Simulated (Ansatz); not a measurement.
# Eigenvalues along a path: Cd (bcc type)

```
Cd
1.0
    -1.43021    1.43021    1.43021
     1.43021   -1.43021    1.43021
     1.43021    1.43021   -1.43021
Cd
1
Direct
  0.00000 0.00000 0.00000
```

The cell comes from a relaxation on PAW files under the same functional, begun from a prototype that needn't be the stable phase.

Level of theory: DFT with PBE, scalar-relativistic, in Ansatz 0.2.0; a Γ-centred 17×17×17 k mesh, Fermi–Dirac smearing of 0.05 eV, no spin polarisation. LAPW: all electrons, basis error target 1 meV/atom.

This run: volume at 0.5 of the series' base cell.

The structure type is held throughout; the real material can change phase at far lower pressure.

Path points, in fractions of the reciprocal vectors: Γ (0.000, 0.000, 0.000), H (0.500, -0.500, 0.500), N (0.000, 0.000, 0.500), P (0.250, 0.250, 0.250). The distance column jumps between branches of the path. Levels in eV from the Fermi level; bands 10 to 17, counted from the lowest band of the run. The gap is zero, the pressure 188.6 GPa.

```
# k(1/Å) point b10 b11 b12 b13 b14 b15 b16 b17
0.000 Γ -16.60 -14.12 -14.12 -14.12 -12.06 -12.06 13.82 13.82
0.275 - -16.25 -14.10 -14.10 -14.01 -12.24 -11.99 13.31 14.16
0.549 - -15.35 -14.01 -14.01 -13.69 -12.74 -11.72 12.34 14.68
0.824 - -14.41 -13.78 -13.78 -13.47 -13.20 -10.91 11.52 13.23
1.098 - -14.29 -14.24 -13.35 -13.35 -12.60 -8.97 10.73 10.73
1.373 - -15.07 -14.74 -12.69 -12.69 -11.97 -6.12 7.66 7.66
1.647 - -15.70 -15.46 -11.90 -11.90 -11.41 -2.78 4.96 4.96
1.922 - -16.11 -16.04 -11.18 -11.18 -11.02 0.54 3.04 3.04
2.197 H -16.25 -16.25 -10.88 -10.88 -10.88 2.33 2.33 2.33
2.391 - -16.17 -16.15 -11.12 -11.04 -10.86 1.93 2.04 2.69
2.585 - -15.95 -15.85 -11.75 -11.47 -10.82 0.90 1.41 3.67
2.779 - -15.66 -15.36 -12.58 -12.04 -10.76 -0.51 0.80 5.09
2.973 - -15.45 -14.69 -13.44 -12.51 -10.69 -2.08 0.36 6.75
3.167 - -15.49 -14.21 -13.88 -12.65 -10.61 -3.66 0.08 8.51
3.362 - -15.75 -14.80 -13.00 -12.47 -10.55 -5.13 -0.08 9.53
3.556 - -16.01 -15.17 -12.23 -12.22 -10.51 -6.29 -0.15 9.24
3.750 N -16.10 -15.30 -12.13 -11.87 -10.49 -6.77 -0.17 9.13
3.944 - -16.04 -15.26 -12.16 -11.88 -10.66 -7.68 0.95 9.34
4.138 - -15.85 -15.14 -12.23 -11.91 -11.14 -9.45 3.36 9.95
4.332 - -15.59 -14.96 -12.32 -11.95 -11.79 -11.26 6.17 10.90
4.526 - -15.38 -14.74 -12.78 -12.50 -12.38 -11.99 8.99 12.05
4.721 - -15.46 -14.51 -13.74 -13.16 -12.36 -12.03 11.41 13.12
4.915 - -15.96 -14.31 -14.05 -13.68 -12.25 -12.05 12.99 13.72
5.109 - -16.42 -14.17 -14.11 -14.01 -12.12 -12.06 13.66 13.83
5.303 Γ -16.60 -14.12 -14.12 -14.12 -12.06 -12.06 13.82 13.82
5.541 - -16.34 -14.17 -14.17 -13.91 -12.10 -12.10 13.72 13.72
5.779 - -15.67 -14.31 -14.31 -13.24 -12.16 -12.16 12.98 12.98
6.016 - -14.86 -14.54 -14.54 -12.17 -12.17 -11.95 11.31 11.31
6.254 - -14.78 -14.78 -14.15 -12.11 -12.11 -10.00 9.23 9.23
6.492 - -14.92 -14.92 -13.68 -12.01 -12.01 -7.51 7.12 7.12
6.730 - -14.90 -14.90 -13.57 -11.91 -11.91 -4.64 4.81 5.14
6.968 - -14.73 -14.73 -13.86 -11.84 -11.84 -1.51 3.05 3.35
7.205 P -14.44 -14.44 -14.44 -11.82 -11.82 1.81 1.81 1.81
7.443 - -15.03 -14.13 -14.13 -11.84 -11.84 0.63 0.63 1.54
7.681 - -15.36 -13.97 -13.97 -11.87 -11.87 -0.06 -0.06 1.37
7.919 - -15.26 -14.11 -14.11 -11.81 -11.81 -0.20 -0.20 1.39
8.157 - -14.66 -14.57 -14.57 -11.62 -11.62 0.15 0.15 1.54
8.394 - -15.18 -15.18 -13.63 -11.37 -11.37 0.80 0.80 1.77
8.632 - -15.73 -15.73 -12.39 -11.12 -11.12 1.53 1.53 2.02
8.870 - -16.12 -16.12 -11.32 -10.94 -10.94 2.11 2.11 2.24
9.108 H -16.25 -16.25 -10.88 -10.88 -10.88 2.33 2.33 2.33
11.010 P -14.44 -14.44 -14.44 -11.82 -11.82 1.81 1.81 1.81
11.147 - -14.72 -14.51 -14.08 -11.83 -11.82 0.43 1.16 2.98
11.285 - -14.93 -14.71 -13.64 -11.87 -11.83 -0.92 0.61 4.23
11.422 - -15.08 -14.99 -13.13 -11.92 -11.83 -2.24 0.24 5.68
11.559 - -15.32 -15.18 -12.55 -11.98 -11.84 -3.49 0.03 6.93
11.696 - -15.63 -15.24 -12.04 -11.91 -11.85 -4.66 -0.09 7.88
11.834 - -15.88 -15.28 -12.09 -11.86 -11.27 -5.68 -0.15 8.57
11.971 - -16.05 -15.30 -12.12 -11.86 -10.73 -6.46 -0.17 8.99
12.108 N -16.10 -15.30 -12.13 -11.87 -10.49 -6.77 -0.17 9.13
```
